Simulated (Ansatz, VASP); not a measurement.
## Ag in VASP and in Ansatz

```
Ag
1.0
     0.00000    2.00462    2.00462
     2.00462    0.00000    2.00462
     2.00462    2.00462    0.00000
Ag
1
Direct
  0.00000 0.00000 0.00000
```

Alike in both runs: functional LDA; k mesh 8 × 8 × 8; occupations gaussian, width 0.1 eV; no spin polarisation.

Ansatz relaxed the structure, and its values are those at the end. VASP's run is a single point on that final structure, the one shown.

|  | VASP | Ansatz |
| --- | --- | --- |
| version | VASP 6.6.1 | Ansatz 0.2.0 |
| potentials or method | VASP PAW LDA potentials, release 64 (Ag) | scalar-relativistic, plane waves, PAW |
| plane-wave cutoff (eV) | 520 | 420 |
| valence electrons in the cell | 11 | 19 |

VASP gave:

| Quantity | Value |
| --- | --- |
| gap on the k mesh at the Fermi level (eV) | none |
| pressure (GPa) | 0.1 |

**Question.** Which values does Ansatz return?

**Answer.** gap on the k mesh at the Fermi level (eV): none; pressure (GPa): 0.0.

A gap of «none» marks a metal or a gap that the smearing closes. The two sets of potentials don't hold the same shells in valence. Ansatz warned: «pseudo_functional_mismatch».
